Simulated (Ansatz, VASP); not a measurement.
## BN: VASP beside Ansatz

One calculation is typed for both programs; each brings its own data sets. How far apart do they land? The cell is taken from a series of runs on this material, whose earlier steps may have relaxed, scaled, displaced or heated it; both programs get it as it stands.

Method: plane waves, with VASP 6.6.1 beside it; zone-centre phonons at LDA, in Ansatz 0.2.0.

### 1. The structure

It takes space group I-4m2 (No. 119, tetragonal). Conventional cell: a = 2.430 Å, b = 2.430 Å, c = 3.645 Å, α = 90.00°, β = 90.00°, γ = 90.00°. Nearest to B lie 4 N at 1.52 Å. Nearest to N lie 4 B at 1.52 Å. Farther neighbours and most contacts between anions are not listed.

Structure file:

```cif
data_structure
_symmetry_space_group_name_H-M 'P 1'
_symmetry_Int_Tables_number 1
_cell_length_a 2.5048
_cell_length_b 2.5048
_cell_length_c 2.4301
_cell_angle_alpha 60.982
_cell_angle_beta 60.982
_cell_angle_gamma 58.037
_cell_volume 10.76
loop_
_atom_site_label
_atom_site_type_symbol
_atom_site_fract_x
_atom_site_fract_y
_atom_site_fract_z
_atom_site_occupancy
B1 B 0.00000 0.00000 0.00000 1
N2 N 0.25000 0.25000 0.25000 1
```

### 2. VASP: zone-centre phonons, LDA, pair 1

Second derivatives magnify differences that forces hide, and they need a tight electronic threshold.

Lines of VASP's logs that name or quote its potential files are left out, and so is its time.

The input, INCAR:

```
SYSTEM = BN
PREC = Accurate
ENCUT = 600
EDIFF = 1E-08
NELM = 120
ISMEAR = 0
SIGMA = 0.01
LREAL = .FALSE.
ALGO = Normal
GGA = CA
NBANDS = 10
LORBIT = 11
LWAVE = .FALSE.
LCHARG = .FALSE.
ISIF = 2
IBRION = 8
LEPSILON = .TRUE.
LASPH = .TRUE.
GGA_COMPAT = .FALSE.
EFERMI = MIDGAP
KPAR = 2
```

The input, POSCAR:

```
BN
1.0
    0.0000000000      1.7183283026      1.8224382523
    1.7183283026      0.0000000000      1.8224382523
    1.7183283026      1.7183283026      0.0000000000
B N
1 1
Direct
    0.0000000000      0.0000000000      0.0000000000
    0.2500000000      0.2500000000      0.2500000000
```

The input, KPOINTS:

```
Automatic mesh
0
Gamma
12 12 12
0 0 0
```

The projector-augmented-wave data sets are B and N (LDA family, release 64).

Run with:

```console
$ mpirun -np 2 vasp_std
```

Numbers of over 12 decimals in the logs are rounded to 6 here.

What it wrote:

```text
[banner, memory and clock lines left out]
running    2 mpi-ranks, on    1 nodes
 distrk:  each k-point on    1 cores,    2 groups
 distr:  one band on    1 cores,    1 groups

 POSCAR found type information on POSCAR B N
 POSCAR found :  2 types and       2 ions
 LDA part: xc-table for (Slater(with rela. corr.)+CA(PZ))
 , standard interpolation
 POSCAR, INCAR and KPOINTS ok, starting setup
 FFT: planning ... GRIDC
 FFT: planning ... GRID_SOFT
 FFT: planning ... GRID
 WAVECAR not read
 entering main loop
       N       E                     dE             d eps       ncg     rms          rms(c)
DAV:   1     0.103663330344E+02    0.10366E+02   -0.57041E+03  3382   0.903E+02
DAV:   2    -0.201352464782E+02   -0.30502E+02   -0.29543E+02  3970   0.171E+02
DAV:   3    -0.206070506918E+02   -0.47180E+00   -0.47074E+00  3818   0.183E+01
DAV:   4    -0.206076491206E+02   -0.59843E-03   -0.59842E-03  3544   0.743E-01
DAV:   5    -0.206076495997E+02   -0.47917E-06   -0.47915E-06  3748   0.220E-02    0.702E+00
DAV:   6    -0.194722422376E+02    0.11354E+01   -0.32962E+00  3308   0.116E+01    0.337E+00
DAV:   7    -0.193279493693E+02    0.14429E+00   -0.13487E-01  3648   0.310E+00    0.187E+00
DAV:   8    -0.192940729964E+02    0.33876E-01   -0.53633E-02  3686   0.168E+00    0.217E-01
DAV:   9    -0.192939278813E+02    0.14512E-03   -0.80702E-04  3570   0.284E-01    0.863E-02
DAV:  10    -0.192939126918E+02    0.15189E-04   -0.38538E-05  3678   0.639E-02    0.140E-02
DAV:  11    -0.192939131060E+02   -0.41416E-06   -0.14584E-06  3624   0.905E-03    0.588E-03
DAV:  12    -0.192939130478E+02    0.58242E-07   -0.39720E-07  3564   0.410E-03    0.236E-04
DAV:  13    -0.192939130483E+02   -0.55923E-09   -0.62290E-09  1956   0.816E-04
   1 F= -.19293913E+02 E0= -.19293913E+02  d E =0.000000E+00
 Linear response reoptimize wavefunctions to high precision
DAV:   1    -0.192939130483E+02    0.44679E-10   -0.17578E-10  2242   0.155E-04
 Linear response G [H, r] |phi>, progress :
  Direction:   1
       N       E                     dE             d eps       ncg     rms
RMM:   1    -0.351367072917E+02   -0.35137E+02   -0.58423E+00  7374   0.506E+01
RMM:   2    -0.308698993906E+02    0.42668E+01   -0.80430E-01  5181   0.857E+00
RMM:   3    -0.308778935795E+02   -0.79942E-02    0.21875E-03  5520   0.334E-01
RMM:   4    -0.308782383182E+02   -0.34474E-03    0.26929E-04  5794   0.184E-02
RMM:   5    -0.308782642302E+02   -0.25912E-04    0.15705E-05  5619   0.128E-03
RMM:   6    -0.308782656972E+02   -0.14670E-05    0.10529E-06  4704   0.194E-04
RMM:   7    -0.308782657926E+02   -0.95423E-07    0.12380E-07  4062   0.125E-04
RMM:   8    -0.308782657922E+02    0.46196E-09    0.18870E-07  4036   0.125E-04
RMM:   9    -0.308782657901E+02    0.20956E-08    0.42191E-07  3807   0.125E-04
RMM:  10    -0.308782657816E+02    0.85295E-08    0.19298E-06  3300   0.125E-04
 Linear response G [H, r] |phi>, progress :
  Direction:   2
       N       E                     dE             d eps       ncg     rms
RMM:   1    -0.298497207625E+02   -0.29850E+02    0.26951E+01  7394   0.488E+01
RMM:   2    -0.281337661729E+02    0.17160E+01   -0.60839E-01  5134   0.780E+00
RMM:   3    -0.281447946384E+02   -0.11028E-01    0.19917E-03  5529   0.317E-01
RMM:   4    -0.281451281010E+02   -0.33346E-03    0.24562E-04  5883   0.184E-02
RMM:   5    -0.281451518382E+02   -0.23737E-04    0.14516E-05  5639   0.135E-03
RMM:   6    -0.281451532005E+02   -0.13623E-05    0.95035E-07  4745   0.196E-04
RMM:   7    -0.281451532995E+02   -0.98974E-07   -0.26875E-08  4121   0.120E-04
RMM:   8    -0.281451533016E+02   -0.21311E-08   -0.31705E-08  4180   0.118E-04
 Linear response G [H, r] |phi>, progress :
  Direction:   3
       N       E                     dE             d eps       ncg     rms
RMM:   1    -0.310306955541E+02   -0.31031E+02    0.17936E+01  7210   0.489E+01
RMM:   2    -0.294727180794E+02    0.15580E+01   -0.76387E-01  5155   0.794E+00
RMM:   3    -0.294729453830E+02   -0.22730E-03   -0.16503E-03  5505   0.318E-01
RMM:   4    -0.294729359021E+02    0.94808E-05   -0.29503E-06  5699   0.179E-02
RMM:   5    -0.294729361810E+02   -0.27887E-06    0.13104E-07  5505   0.126E-03
RMM:   6    -0.294729361963E+02   -0.15276E-07    0.23125E-08  4559   0.174E-04
RMM:   7    -0.294729361970E+02   -0.77210E-09    0.55163E-09  3936   0.107E-04
 Linear response to external field (no local field effect), progress :
  Direction:   1
       N       E                     dE             d eps       ncg     rms          rms(c)
RMM:   1    -0.118227257079E+00   -0.11823E+00   -0.34570E-01  7445   0.183E+00
RMM:   2    -0.118566251609E+00   -0.33899E-03   -0.24770E-04  5256   0.131E-01
RMM:   3    -0.118566785808E+00   -0.53420E-06   -0.29245E-07  5336   0.417E-03
RMM:   4    -0.118566787540E+00   -0.17318E-08   -0.37872E-10  4760   0.184E-04
 change of polarisation eV/A/(eV/A) component  1 :     0.237     0.050     0.075
 dielectric tensor                  component  1 :     4.987     0.840     1.259
 Linear response to external field (no local field effect), progress :
  Direction:   2
       N       E                     dE             d eps       ncg     rms          rms(c)
RMM:   1    -0.942884194301E-01   -0.94288E-01   -0.25600E-01  7435   0.167E+00
RMM:   2    -0.945695623285E-01   -0.28114E-03   -0.20008E-04  5271   0.121E-01
[...]
RMM:   9    -0.108034622622E+00    0.23286E-07   -0.64994E-11  8820   0.430E-05    0.206E-06
 change of polarisation eV/A/(eV/A) component  2 :     0.023     0.205     0.002
 dielectric tensor                  component  2 :     0.385     4.439     0.032
 Linear response to external field, progress :
  Direction:   3
       N       E                     dE             d eps       ncg     rms          rms(c)
RMM:   1    -0.115024885629E+00   -0.11502E+00   -0.34448E-01 12639   0.181E+00
RMM:   2    -0.115241965834E+00   -0.21708E-03   -0.20553E-04  9049   0.122E-01    0.567E-01
RMM:   3    -0.112996556210E+00    0.22454E-02   -0.92352E-04  8969   0.238E-01    0.331E-01
RMM:   4    -0.116373232515E+00   -0.33767E-02   -0.13256E-03  9171   0.285E-01    0.366E-02
RMM:   5    -0.116808204685E+00   -0.43497E-03   -0.14188E-05  9283   0.305E-02    0.383E-03
RMM:   6    -0.116819554766E+00   -0.11350E-04   -0.21090E-08  9400   0.152E-03    0.208E-03
RMM:   7    -0.116826984262E+00   -0.74295E-05   -0.51292E-09  9378   0.731E-04    0.876E-05
RMM:   8    -0.116827180350E+00   -0.19609E-06   -0.24195E-12  5249   0.282E-05    0.223E-05
RMM:   9    -0.116827169349E+00    0.11001E-07   -0.28179E-12  4256   0.345E-05    0.167E-06
 change of polarisation eV/A/(eV/A) component  3 :     0.063     0.008     0.221
 dielectric tensor                  component  3 :     1.053     0.131     4.716
 Linear response DOF=           4
 Linear response progress:
  Degree of freedom:   1/  4
       N       E                     dE             d eps       ncg     rms          rms(c)
RMM:   1    -0.432021439372E-01   -0.43202E-01   -0.28413E-02 24742   0.137E+00
RMM:   2    -0.372498050908E-01    0.59523E-02   -0.72891E-04 14713   0.246E-01    0.160E-01
RMM:   3    -0.371726450360E-01    0.77160E-04   -0.11605E-04 15353   0.860E-02    0.895E-02
RMM:   4    -0.374937819794E-01   -0.32114E-03   -0.15231E-04 15330   0.986E-02    0.759E-03
RMM:   5    -0.374881161149E-01    0.56659E-05   -0.69891E-07 15762   0.739E-03    0.116E-03
RMM:   6    -0.374863032480E-01    0.18129E-05   -0.71861E-09 15822   0.498E-04    0.443E-04
RMM:   7    -0.374841799081E-01    0.21233E-05   -0.58062E-09 15996   0.390E-04    0.421E-05
RMM:   8    -0.374842560646E-01   -0.76156E-07    0.21616E-09 16126   0.278E-05    0.106E-05
RMM:   9    -0.374841998308E-01    0.56234E-07    0.19566E-09 16439   0.123E-05    0.738E-07
RMM:  10    -0.374841990519E-01    0.77890E-09    0.16385E-09 10972   0.534E-06    0.324E-07
 first order change of Fermi-energy  -0.21589E-04
 force on displaced ion       1 direction 1 : -30.100   0.000   0.000
 Born effective charge ion    1 direction 1 :   1.800   0.000   0.000
 Linear response progress:
  Degree of freedom:   2/  4
       N       E                     dE             d eps       ncg     rms          rms(c)
RMM:   1    -0.439526849338E-01   -0.43953E-01   -0.21555E-02 14050   0.141E+00
RMM:   2    -0.382914664392E-01    0.56612E-02   -0.76154E-04  8639   0.251E-01    0.171E-01
RMM:   3    -0.381809781061E-01    0.11049E-03   -0.16132E-04  8890   0.974E-02    0.945E-02
RMM:   4    -0.385255640544E-01   -0.34459E-03   -0.19139E-04  8890   0.107E-01    0.940E-03
RMM:   5    -0.385261505417E-01   -0.58649E-06   -0.11196E-06  9152   0.869E-03    0.134E-03
RMM:   6    -0.385245620545E-01    0.15885E-05   -0.11782E-08  9222   0.533E-04    0.534E-04
RMM:   7    -0.385222966241E-01    0.22654E-05   -0.24152E-09  9324   0.423E-04    0.441E-05
RMM:   8    -0.385223908082E-01   -0.94184E-07    0.17103E-10  9394   0.305E-05    0.143E-05
RMM:   9    -0.385223298748E-01    0.60933E-07    0.39585E-10  9506   0.141E-05    0.878E-07
RMM:  10    -0.385223314552E-01   -0.15804E-08    0.59289E-11  6479   0.638E-06    0.442E-07
 first order change of Fermi-energy   0.47399E+01
 force on displaced ion       1 direction 3 :   0.000   0.000 -28.856
 Born effective charge ion    1 direction 3 :   0.000   0.000   1.958
 Linear response progress:
  Degree of freedom:   3/  4
       N       E                     dE             d eps       ncg     rms          rms(c)
RMM:   1    -0.232513828700E+00   -0.23251E+00    0.82946E-02 19500   0.332E+00
RMM:   2    -0.225119283639E+00    0.73945E-02   -0.18939E-03 14755   0.435E-01    0.246E-01
RMM:   3    -0.226112164634E+00   -0.99288E-03   -0.44586E-04 14272   0.172E-01    0.131E-01
RMM:   4    -0.228293291708E+00   -0.21811E-02   -0.41746E-04 13795   0.168E-01    0.243E-02
RMM:   5    -0.228378062405E+00   -0.84771E-04   -0.64969E-06 15835   0.241E-02    0.884E-04
RMM:   6    -0.228388432981E+00   -0.10371E-04   -0.24964E-08 15597   0.122E-03    0.384E-04
RMM:   7    -0.228386591897E+00    0.18411E-05   -0.29003E-09 16045   0.378E-04    0.468E-05
RMM:   8    -0.228386426563E+00    0.16533E-06    0.20536E-10 15932   0.302E-05    0.195E-05
RMM:   9    -0.228386363862E+00    0.62702E-07    0.33468E-10 16474   0.248E-05    0.848E-07
RMM:  10    -0.228386361752E+00    0.21093E-08    0.55895E-10 12034   0.124E-05    0.324E-07
 first order change of Fermi-energy   0.75874E-04
 force on displaced ion       2 direction 1 : -30.100   0.000  -0.000
 Born effective charge ion    2 direction 1 :  -1.800   0.000   0.000
 Linear response progress:
  Degree of freedom:   4/  4
       N       E                     dE             d eps       ncg     rms          rms(c)
RMM:   1    -0.231655507781E+00   -0.23166E+00    0.11018E-01 11239   0.336E+00
RMM:   2    -0.225396573109E+00    0.62589E-02   -0.19983E-03  8641   0.441E-01    0.258E-01
RMM:   3    -0.226311366249E+00   -0.91479E-03   -0.51171E-04  8311   0.184E-01    0.137E-01
RMM:   4    -0.228525087121E+00   -0.22137E-02   -0.48054E-04  8044   0.179E-01    0.243E-02
RMM:   5    -0.228593037221E+00   -0.67950E-04   -0.70544E-06  9259   0.253E-02    0.959E-04
RMM:   6    -0.228604266959E+00   -0.11230E-04   -0.26425E-08  9020   0.128E-03    0.411E-04
RMM:   7    -0.228602294606E+00    0.19724E-05   -0.23151E-09  9375   0.367E-04    0.478E-05
RMM:   8    -0.228602127924E+00    0.16668E-06   -0.19340E-10  9269   0.283E-05    0.200E-05
RMM:   9    -0.228602039286E+00    0.88638E-07   -0.83285E-12  9688   0.234E-05    0.943E-07
RMM:  10    -0.228602036334E+00    0.29518E-08    0.31963E-10  7106   0.107E-05    0.460E-07
 first order change of Fermi-energy  -0.47391E+01
 force on displaced ion       2 direction 3 :   0.000   0.000 -28.854
 Born effective charge ion    2 direction 3 :   0.000   0.000  -1.958
 Born effective charges drift removed
 Linear response finished
```

From OUTCAR (step 2):

```text
ion  position               nearest neighbor table
   1  0.000  0.000  0.000-   2 1.52   2 1.52   2 1.52   2 1.52
   2  0.250  0.250  0.250-   1 1.52   1 1.52   1 1.52   1 1.52

  LATTYP: Found a body centered tetragonal cell.
 ALAT       =     2.4300831901
 C/A-ratio  =     1.4998978304

 Subroutine GETGRP returns: Found  8 space group operations
 (whereof  8 operations were pure point group operations)

The static configuration has the point symmetry D_2d.

 Found    163 irreducible k-points:

   k-points           NKPTS =    163   k-points in BZ     NKDIM =    163   number of bands    NBANDS=     10

   dimension x,y,z NGX =    20 NGY =   20 NGZ =   20
   dimension x,y,z NGXF=    40 NGYF=   40 NGZF=   40

   ENCUT  =  600.0 eV  44.10 Ry    6.64 a.u.   5.00  5.00  4.85*2*pi/ulx,y,z

   NELECT =       8.0000    total number of electrons

 k-points in reciprocal lattice and weights: Automatic mesh
   0.00000000  0.00000000  0.00000000       0.001
   0.08333333  0.00000000  0.00000000       0.005
   0.16666667  0.00000000  0.00000000       0.005
   0.25000000  0.00000000  0.00000000       0.005
   0.33333333  0.00000000  0.00000000       0.005
   0.41666667  0.00000000  0.00000000       0.005
   0.50000000  0.00000000  0.00000000       0.002
   0.08333333  0.08333333  0.00000000       0.001
   0.16666667  0.08333333  0.00000000       0.005
[...]
-0.33333333  0.16666667  0.50000000       0.002
  -0.25000000  0.25000000  0.50000000       0.001

 average (electrostatic) potential at core
       1 -28.2834       2 -58.9941

  Total        2.9692631      2.9692631      0.0906466      0.0000000      0.0000000      0.0000000
  in kB      442.0426283    442.0426283     13.4948134      0.0000000      0.0000000      0.0000000
  external PRESSURE =     299.1933567 kB  Pullay stress =       0.0000000 kB

  energy-cutoff  :      600.00
  volume of cell :       10.76
      direct lattice vectors                 reciprocal lattice vectors
     0.000000000  1.718328303  1.822438252    -0.290980483  0.290980483  0.274357718
     1.718328303  0.000000000  1.822438252     0.290980483 -0.290980483  0.274357718
     1.718328303  1.718328303  0.000000000     0.290980483  0.290980483 -0.274357718

 POSITION                                       TOTAL-FORCE (eV/Angst)
 -----------------------------------------------------------------------------------
      0.00000      0.00000      0.00000         0.000000      0.000000     -0.000000
      0.85916      0.85916      0.91122        -0.000000     -0.000000      0.000000
 -----------------------------------------------------------------------------------
    total drift:                                0.000001      0.000001     -0.000002

 MACROSCOPIC STATIC DIELECTRIC TENSOR (including local field effects in DFT)
 ------------------------------------------------------
           4.438606    -0.000000     0.000000
           0.000000     4.438606    -0.000000
           0.000000     0.000000     4.716041
 ------------------------------------------------------

 PIEZOELECTRIC TENSOR (including local field effects)  for field in x, y, z        (C/m^2)
          XX          YY          ZZ          XY          YZ          ZX
  --------------------------------------------------------------------------------
  x    -0.00000     0.00000     0.00000     0.00000    -1.03350     0.00000
  y     0.00000    -0.00000     0.00000     0.00000     0.00000    -1.03350
  z     0.00000     0.00000     0.00000    -1.01950     0.00000     0.00000

 BORN EFFECTIVE CHARGES (including local field effects) (in |e|, cummulative output)
 ---------------------------------------------------------------------------------
 ion    1
    1     1.79997     0.00000     0.00000
    2     0.00000     1.79997     0.00000
    3     0.00000     0.00000     1.95809
 ion    2
    1    -1.79997     0.00000     0.00000
    2     0.00000    -1.79997     0.00000
    3     0.00000     0.00000    -1.95809

 Eigenvectors and eigenvalues of the dynamical matrix
 ----------------------------------------------------

   1 f  =   34.726076 THz   218.190368 2PiTHz 1158.337198 cm-1   143.615444 meV
             X         Y         Z           dx          dy          dz
      0.000000  0.000000  0.000000    -0.000000   -0.751188   -0.000000
      0.859164  0.859164  0.911219     0.000000    0.660088    0.000000

   2 f  =   34.726076 THz   218.190368 2PiTHz 1158.337198 cm-1   143.615444 meV
             X         Y         Z           dx          dy          dz
      0.000000  0.000000  0.000000     0.751188   -0.000000    0.000000
      0.859164  0.859164  0.911219    -0.660088    0.000000    0.000000

   3 f  =   34.000001 THz   213.628306 2PiTHz 1134.117953 cm-1   140.612642 meV
             X         Y         Z           dx          dy          dz
      0.000000  0.000000  0.000000    -0.000000   -0.000000    0.751202
      0.859164  0.859164  0.911219    -0.000000   -0.000000   -0.660073

   4 f/i=    0.000001 THz     0.000003 2PiTHz    0.000018 cm-1     0.000002 meV
             X         Y         Z           dx          dy          dz
      0.000000  0.000000  0.000000    -0.212226   -0.625041    0.000000
      0.859164  0.859164  0.911219    -0.241516   -0.711304    0.000000

   5 f/i=    0.000001 THz     0.000005 2PiTHz    0.000027 cm-1     0.000003 meV
             X         Y         Z           dx          dy          dz
      0.000000  0.000000  0.000000     0.625041   -0.212226    0.000000
      0.859164  0.859164  0.911219     0.711304   -0.241516    0.000000

   6 f/i=    0.000709 THz     0.004455 2PiTHz    0.023653 cm-1     0.002933 meV
             X         Y         Z           dx          dy          dz
      0.000000  0.000000  0.000000    -0.000000    0.000000    0.660073
      0.859164  0.859164  0.911219    -0.000000    0.000000    0.751202

 MACROSCOPIC STATIC DIELECTRIC TENSOR IONIC CONTRIBUTION
 ------------------------------------------------------
           1.809781     0.000000    -0.000000
           0.000000     1.809781    -0.000000
          -0.000000    -0.000000     2.234181
 ------------------------------------------------------

 ELASTIC MODULI CONTR FROM IONIC RELAXATION (kBar)
 Direction    XX          YY          ZZ          XY          YZ          ZX
 --------------------------------------------------------------------------------
 XX           0.0000      0.0000      0.0000      0.0000      0.0000      0.0000
 YY           0.0000      0.0000      0.0000      0.0000      0.0000      0.0000
 ZZ           0.0000      0.0000      0.0000      0.0000      0.0000      0.0000
 XY           0.0000      0.0000      0.0000   -169.1847     -0.0000      0.0000
 YZ           0.0000      0.0000      0.0000     -0.0000   -192.4820     -0.0000
 ZX           0.0000      0.0000      0.0000      0.0000     -0.0000   -198.7361
 --------------------------------------------------------------------------------

 PIEZOELECTRIC TENSOR IONIC CONTR  for field in x, y, z        (C/m^2)
          XX          YY          ZZ          XY          YZ          ZX
  --------------------------------------------------------------------------------
  x     0.00000     0.00000     0.00000    -0.00000     0.55537    -0.00000
  y     0.00000     0.00000     0.00000    -0.00000     0.00000     0.56432
  z     0.00000     0.00000     0.00000     0.57851     0.00000    -0.00000
```

(Part 1 of 3 ends here.)

[Lines on the potential files, build, host, timing and source positions are cut from VASP's logs without a mark.]

[Logs are printed without paths, hosts, clocks, repeated set-up lines and the standing remarks that a program may print on its own settings, such as how far it seeks lower states.]

[Hosts, paths, dates, database ids (printed as entryN), source tags and the programs' standing remarks are cut or masked in the printed files.]
